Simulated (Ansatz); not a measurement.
# NiO2: a line through an energy map

One line of a two-coordinate grid on NiO2 (P-3m1, No. 164; 3 atoms in the cell): c/a of the conventional cell at fixed volume is varied, at shift of O2 along [0 0 1] = 0.188 Å.

Method: DFT PBEsol, scalar-relativistic, plane waves, PAW, in Ansatz 0.2.0.

40 further runs of the same task are left out: 40 set aside as unsound or not needed.

**1. The structure to begin with**

It takes space group P-3m1 (No. 164, trigonal). Conventional cell: a = 2.784 Å, b = 2.784 Å, c = 4.973 Å, α = 90.00°, β = 90.00°, γ = 120.00°. Around Ni (site symmetry -3m) lie 6 O at 1.86 Å. Around O (site symmetry 3m) lie 3 Ni at 1.86 Å.

Coordinates:

```xyz
3
Lattice="2.7840 0.0000 0.0000 -1.3920 2.4110 0.0000 0.0000 0.0000 4.9726" Properties=species:S:1:pos:R:3 pbc="T T T"
Ni    0.0000    0.0000    2.4863
O     1.3920    0.8037    3.4195
O     0.0000    1.6073    1.5531
```

It goes back to an entry of the Materials Project, which need not be the stable form.

This cell was relaxed beforehand with the same method: volume 11.13 Å³/atom, gap on the mesh 1.07 eV.

**2. Plan of the line**

Atoms count from 1 in the order of the input.

The energy is mapped over a free internal coordinate and the cell.

The axes are (1) shift of O2 along [0 0 1], its symmetry partners moved as symmetry demands (measured in the relaxed cell): 9 values from −0.250 Å; (2) c/a of the conventional cell at fixed volume: 9 values from 1.643 to 1.929.

Nothing else is relaxed (all other coordinates fixed). Energies count from the relaxed crystal. Points are written as (first, second).

**3. Point (0.188 Å, 1.643)**

The input, input.yaml:

```yaml
crystal:
  lattice:
    - [2.8624235356, 0.0, 0.0]
    - [-1.4312117678, 2.4789314982, 0.0]
    - [0.0, 0.0, 4.7038205961]
  atoms:
    - { symbol: Ni, position: [0.0, 0.0, 0.5] }
    - { symbol: O, position: [0.6666666667, 0.3333333333, 0.7253664501] }
    - { symbol: O, position: [0.3333333333, 0.6666666667, 0.2746335499] }
basis:
  ecutwfc: 520.0
kpoints:
  mp_grid: { grid: [12, 12, 6] }
hamiltonian:
  xc: pbesol
scf:
  occupations: { method: gaussian, width: 0.05 }
output:
  forces: true
  stress: true
  eigenvalues: true
```

Launch:

```sh
> ansatz run input.yaml --threads 1 --pin off --max-ram 2048MiB --backend cpu --events-out ev --progress --plain --runs-dir out
```

What it wrote, shortened:

```text
Warning: RAYON_NUM_THREADS=1 ignored (pool sized by the plan → 1); use --threads N
[...]
Pseudopotentials: kind: paw
Pseudopotential: Ni, paw, valence charge 18, recommended cutoff 420 eV (normal), Ni.paw.azcp
Pseudopotential: O, paw, valence charge 6, recommended cutoff 420 eV (normal), O.paw.azcp
Functional definition: PBEsol
[...]
Crystal: 3 atoms, lattice volume = 33.377 Å³
Basis set: ecut = 520 eV, 893 PW (Γ), exchange–correlation on 48×48×72 points (8 copies of the dense FFT grid, shifted against one another)
Bands: 19, of which v1, the nominal top of the filled ones, is band 15 counted from 1 (14 counted from 0)
Symmetry: 12 space group operations
Space group: P-3m1 (ITA 164), of the structure as read, at distance tolerance 3.2e-5 Å
k-points: 100 of 864
[...]
SCF iter   1: F=—  HF=-6923.390273 eV  |F-HF|=—  |Δ(HF+E_count)|=         —  Δρ=1.68e-2  dr2=7.59e-2  ethr=1.77e-3  ⟨swp⟩=5.8  Hψ=8208  notcnv=0
[...]
SCF iter   8: F=-6923.374015 eV  HF=-6923.374015 eV  |F-HF|=9.54e-10  |Δ(HF+E_count)|=   7.41e-9  Δρ=2.97e-6  dr2=1.42e-9  ethr=3.33e-10  ⟨swp⟩=4.5  Hψ=7129  notcnv=0
[...]
SCF converged after 8 iterations
Free energy (F): -6923.374015 eV
[...]
E sigma→0 (E₀):  -6923.374015 eV
Fermi energy:    6.513060 eV
[...]
--- Forces (eV/Å), atoms counted from 1 ---
  atom   1  Ni     0.00000000    -0.00000000     0.00000000
  atom   2  O     -0.00000000     0.00000000    -2.45954318
  atom   3  O      0.00000000    -0.00000000     2.45954318
[...]
--- Stress (GPa, compression-positive) ---
      -22.297993       0.000000      -0.000000
        0.000000     -22.297993       0.000000
       -0.000000      -0.000000     -24.829899
  P = ⅓ Tr σ = -23.1420 GPa (-231.420 kbar)
--- Band table (eV; the first three rows and the last of 100) ---
  k-point 0: bands = ["-97.3903", "-57.9103", "-57.9103", "-57.7967", "-12.3841", "-10.6173", "0.8660", "1.7575", "1.7575", "4.4216", "4.4216", "5.4078", "5.4078", "5.5972", "5.6781", "7.9479", "7.9479", "12.9085", "16.6952"]
[...]
```

Wall time 6.3 s (1 thread of Intel Xeon Platinum 8375C at 2.90GHz (Ice Lake), shared host); peak memory 0.41 GiB.

That is 161 meV/atom from the zero.

**4. The run at (0.188 Å, 1.679)**

Edit input.yaml of step 3 so:

```diff
@@ -2,5 +2,5 @@
   lattice:
-    - [2.8624235356, 0.0, 0.0]
-    - [-1.4312117678, 2.4789314982, 0.0]
-    - [0.0, 0.0, 4.7038205961]
+    - [2.8419904474, 0.0, 0.0]
+    - [-1.4209952237, 2.4612359247, 0.0]
+    - [0.0, 0.0, 4.7717019612]
   atoms:
```

Launch:

```sh
> ansatz run input.yaml --threads 1 --pin off --max-ram 2048MiB --backend cpu --events-out ev --progress --plain --runs-dir out
```

What it wrote, shortened:

```text
Warning: RAYON_NUM_THREADS=1 ignored (pool sized by the plan → 1); use --threads N
[...]
Pseudopotentials: kind: paw
Pseudopotential: Ni, paw, valence charge 18, recommended cutoff 420 eV (normal), Ni.paw.azcp
Pseudopotential: O, paw, valence charge 6, recommended cutoff 420 eV (normal), O.paw.azcp
Functional definition: PBEsol
[...]
Crystal: 3 atoms, lattice volume = 33.377 Å³
Basis set: ecut = 520 eV, 881 PW (Γ), exchange–correlation on 48×48×72 points (8 copies of the dense FFT grid, shifted against one another)
Bands: 19, of which v1, the nominal top of the filled ones, is band 15 counted from 1 (14 counted from 0)
Symmetry: 12 space group operations
Space group: P-3m1 (ITA 164), of the structure as read, at distance tolerance 3.2e-5 Å
k-points: 100 of 864
[...]
SCF iter   1: F=—  HF=-6923.377690 eV  |F-HF|=—  |Δ(HF+E_count)|=         —  Δρ=1.70e-2  dr2=7.83e-2  ethr=1.77e-3  ⟨swp⟩=5.7  Hψ=8234  notcnv=0
[...]
SCF iter   8: F=-6923.361409 eV  HF=-6923.361409 eV  |F-HF|=5.97e-10  |Δ(HF+E_count)|=   1.10e-8  Δρ=2.60e-6  dr2=1.03e-9  ethr=3.33e-10  ⟨swp⟩=3.7  Hψ=7462  notcnv=0
[...]
SCF converged after 8 iterations
Free energy (F): -6923.361409 eV
[...]
E sigma→0 (E₀):  -6923.361409 eV
Fermi energy:    6.494173 eV
[...]
--- Forces (eV/Å), atoms counted from 1 ---
  atom   1  Ni    -0.00000000     0.00000000     0.00000000
  atom   2  O     -0.00000000     0.00000000    -2.57556284
  atom   3  O      0.00000000    -0.00000000     2.57556284
[...]
--- Stress (GPa, compression-positive) ---
      -20.490451      -0.000000      -0.000000
       -0.000000     -20.490451      -0.000000
       -0.000000       0.000000     -26.418650
  P = ⅓ Tr σ = -22.4665 GPa (-224.665 kbar)
--- Band table (eV; the first three rows and the last of 100) ---
  k-point 0: bands = ["-97.4146", "-57.9234", "-57.9234", "-57.8420", "-12.4144", "-10.7014", "0.7981", "1.7857", "1.7857", "4.3953", "4.3953", "5.4319", "5.4319", "5.5334", "5.5905", "7.9371", "7.9371", "12.9184", "16.7677"]
[...]
```

It took 4.2 s on 1 thread of Intel Xeon Platinum 8375C at 2.90GHz (Ice Lake), shared host; peak memory 0.43 GiB.

On the map this point reads 165 meV/atom.

**5. Changed: lower_state_search off**

Edit input.yaml of step 4 so:

```diff
@@ -17,5 +17,6 @@
   occupations: { method: gaussian, width: 0.05 }
+  lower_state_search: "off"
 output:
   forces: true
+  eigenvalues: true
   stress: true
-  eigenvalues: true
```

Launch:

```sh
> ansatz run input.yaml --threads 1 --pin off --max-ram 2048MiB --backend cpu --events-out ev --progress --plain --runs-dir out
```

What it wrote, shortened:

```text
Warning: RAYON_NUM_THREADS=1 ignored (pool sized by the plan → 1); use --threads N
[...]
Pseudopotentials: kind: paw
Pseudopotential: Ni, paw, valence charge 18, recommended cutoff 420 eV (normal), Ni.paw.azcp
Pseudopotential: O, paw, valence charge 6, recommended cutoff 420 eV (normal), O.paw.azcp
Functional definition: PBEsol
[...]
Crystal: 3 atoms, lattice volume = 33.377 Å³
Basis set: ecut = 520 eV, 881 PW (Γ), exchange–correlation on 48×48×72 points (8 copies of the dense FFT grid, shifted against one another)
Bands: 19, of which v1, the nominal top of the filled ones, is band 15 counted from 1 (14 counted from 0)
Symmetry: 12 space group operations
Space group: P-3m1 (ITA 164), of the structure as read, at distance tolerance 3.2e-5 Å
k-points: 100 of 864
[...]
SCF iter   1: F=—  HF=-6923.377690 eV  |F-HF|=—  |Δ(HF+E_count)|=         —  Δρ=1.70e-2  dr2=7.83e-2  ethr=1.77e-3  ⟨swp⟩=5.7  Hψ=8234  notcnv=0
[...]
SCF iter   8: F=-6923.361409 eV  HF=-6923.361409 eV  |F-HF|=5.97e-10  |Δ(HF+E_count)|=   1.10e-8  Δρ=2.60e-6  dr2=1.03e-9  ethr=3.33e-10  ⟨swp⟩=3.7  Hψ=7462  notcnv=0
[...]
SCF converged after 8 iterations
Free energy (F): -6923.361409 eV
[...]
E sigma→0 (E₀):  -6923.361409 eV
Fermi energy:    6.494173 eV
[...]
--- Forces (eV/Å), atoms counted from 1 ---
  atom   1  Ni    -0.00000000     0.00000000     0.00000000
  atom   2  O     -0.00000000     0.00000000    -2.57556284
  atom   3  O      0.00000000    -0.00000000     2.57556284
[...]
--- Stress (GPa, compression-positive) ---
      -20.490451      -0.000000      -0.000000
       -0.000000     -20.490451      -0.000000
       -0.000000       0.000000     -26.418650
  P = ⅓ Tr σ = -22.4665 GPa (-224.665 kbar)
--- Band table (eV; the first three rows and the last of 100) ---
  k-point 0: bands = ["-97.4146", "-57.9234", "-57.9234", "-57.8420", "-12.4144", "-10.7014", "0.7981", "1.7857", "1.7857", "4.3953", "4.3953", "5.4319", "5.4319", "5.5334", "5.5905", "7.9371", "7.9371", "12.9184", "16.7677"]
[...]
```

It took 4.3 s on 1 thread of Intel Xeon Platinum 8375C at 2.90GHz (Ice Lake), shared host; peak memory 0.39 GiB.

```
    run     ending  energy change  pressure (GPa)  gap (eV)  force (eV/Å)  cycles   time
 step 4  converged              0           -22.5      0.76          2.58       8  4.2 s
variant  converged   0.0 meV/atom           -22.5      0.76          2.58       8  4.3 s
```

The changed input (search for lower states) leaves the energy the same to the digits printed.

**6. Point (0.188 Å, 1.750)**

Edit input.yaml of step 4 so:

```diff
@@ -2,5 +2,5 @@
   lattice:
-    - [2.8419904474, 0.0, 0.0]
-    - [-1.4209952237, 2.4612359247, 0.0]
-    - [0.0, 0.0, 4.7717019612]
+    - [2.802810555, 0.0, 0.0]
+    - [-1.4014052775, 2.4273051426, 0.0]
+    - [0.0, 0.0, 4.9060395955]
   atoms:
```

Launch:

```sh
> ansatz run input.yaml --threads 1 --pin off --max-ram 2048MiB --backend cpu --events-out ev --progress --plain --runs-dir out
```

What it wrote, shortened:

```text
[...]
SCF converged after 8 iterations
Free energy (F): -6923.307678 eV
[...]
E sigma→0 (E₀):  -6923.307678 eV
Fermi energy:    6.456382 eV
[...]
--- Forces (eV/Å), atoms counted from 1 ---
  atom   1  Ni    -0.00000000     0.00000000     0.00000000
  atom   2  O      0.00000000    -0.00000000    -2.80060533
  atom   3  O     -0.00000000     0.00000000     2.80060533
[...]
--- Stress (GPa, compression-positive) ---
      -16.925820      -0.000000       0.000000
        0.000000     -16.925820      -0.000000
        0.000000      -0.000000     -29.611866
  P = ⅓ Tr σ = -21.1545 GPa (-211.545 kbar)
--- Band table (eV; the first three rows and the last of 100) ---
  k-point 0: bands = ["-97.4577", "-57.9450", "-57.9450", "-57.9256", "-12.4724", "-10.8632", "0.6681", "1.8521", "1.8521", "4.3491", "4.3491", "5.4031", "5.4111", "5.4883", "5.4883", "7.9101", "7.9101", "12.9193", "16.9253"]
[...]
```

Wall time 4.4 s (1 thread of Intel Xeon Platinum 8375C at 2.90GHz (Ice Lake), shared host); peak memory 0.42 GiB.

On the map this point reads 183 meV/atom.

[end of part 1 of 2]
